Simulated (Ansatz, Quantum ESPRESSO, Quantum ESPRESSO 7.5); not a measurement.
## blue phosphorene, 1 layer: biaxial strain by an ASE script

Aim: band edges, gap and stiffness of blue phosphorene, 1 layer under biaxial strain.

Calculated with Quantum ESPRESSO 7.5; plane-wave DFT, PBE, GBRV ultrasoft pseudopotentials (geometry by Ansatz 0.2.0 with PAW datasets; geometry under PBE).

## (1) Set-up

The cell holds 2 atoms: 2 P. Its edges and angles: a = 3.280 Å, b = 3.280 Å, c = 16.240 Å, α = 90.0°, β = 90.0°, γ = 120.0°. It derives from P. Vacuum lies along c.

## (2) Relaxation with Ansatz

The geometry comes first, from a plane-wave PAW code, so that the later runs on this slab share one structure.

File input.yaml:

```yaml
crystal:
  lattice:
    - [3.28, 0.0, 0.0]
    - [-1.64, 2.8405633244, 0.0]
    - [0.0, 0.0, 16.24]
  atoms:
    - { symbol: P, position: [0.6666666667, 0.3333333333, 0.4618226601] }
    - { symbol: P, position: [0.3333333333, 0.6666666667, 0.5381773399] }
kpoints:
  mp_grid: { grid: [12, 12, 1] }
hamiltonian:
  xc: pbe
scf:
  occupations: { method: fermi_dirac, width: 0.05 }
  convergence: { dr2_threshold: 1.0e-08 }
efield:
  axis: 3
  dipole_correction: true
  ramp_position: 0.97
  ramp_width: 0.04
relax:
  f_tol: 0.01
  cell: { fix: [c, alpha, beta] }
output:
  write_potential: true
  write_density: true
  volumetric_format: npy
```

The run is started by

```
$ ansatz run input.yaml --threads 2 --pin off --max-ram 4096MiB --backend cpu --events-out ev --progress --plain --runs-dir out
```

The runs that follow: the script; running the series: LDA, GBRV ultrasoft; worked from the printed numbers. Settings of the main run: cutoff 40 Ry, smearing, fd smearing, smearing width 0.002 Ry, SCF threshold 1.00e-9, maxstep 100, strains (-0.03, -0.015, 0, 0.015, 0.03), filled 5, k 12, k2 12, gbrv-pbe-1.5 potentials, 12×12×1 k-mesh, assume isolated esm, esm bc bc1.

**Question.** What will these runs give for the C11 + C12, heights clamped, PBE, GBRV ultrasoft; gap on the mesh at zero strain, PBE, GBRV ultrasoft; and gap on the mesh at zero strain, LDA, GBRV ultrasoft?

The sheet's biaxial stiffness comes to 93 N/m and its gap at zero strain to 1.94 eV (PBE, GBRV ultrasoft). From −3 % to +3 % the gap on the mesh goes from 1.86 to 1.82 eV, through a peak of 1.97 eV; it is indirect at every strain. The valence top bends along the series, so the script's straight-line slope describes it poorly.

| Item | Value |
| --- | --- |
| C11 + C12, heights clamped, PBE, GBRV ultrasoft | 93 N/m |
| gap on the mesh at zero strain, PBE, GBRV ultrasoft | 1.94 eV |
| valence top below the vacuum at zero strain, PBE, GBRV ultrasoft | 6.17 eV |
| shift of the conduction bottom per unit biaxial strain, PBE, GBRV ultrasoft | -2.4 eV |
| C11 + C12, heights clamped, LDA, GBRV ultrasoft | 88 N/m |
| gap on the mesh at zero strain, LDA, GBRV ultrasoft | 1.82 eV |
| valence top below the vacuum at zero strain, LDA, GBRV ultrasoft | 6.36 eV |
| shift of the conduction bottom per unit biaxial strain, LDA, GBRV ultrasoft | -2.6 eV |

Heights are clamped under strain, which makes a sheet with several atomic planes too stiff. Zero strain is the PBE cell; under LDA the energy is lowest near -2.0 %, so its stiffness is taken away from its own minimum. Semilocal gaps are too small.

[Logs are printed without paths, hosts, clocks, repeated set-up lines and the standing remarks that a program may print on its own settings, such as how far it seeks lower states.]

[Hosts, paths, dates, database ids (printed as entryN), source tags and the programs' standing remarks are cut or masked in the printed files.]

[Maps of the electrostatic potential energy from Ansatz leave out the sawtooth potential of an applied field or a dipole correction, so their vacuum need not be flat; planar profiles and work functions include it.]
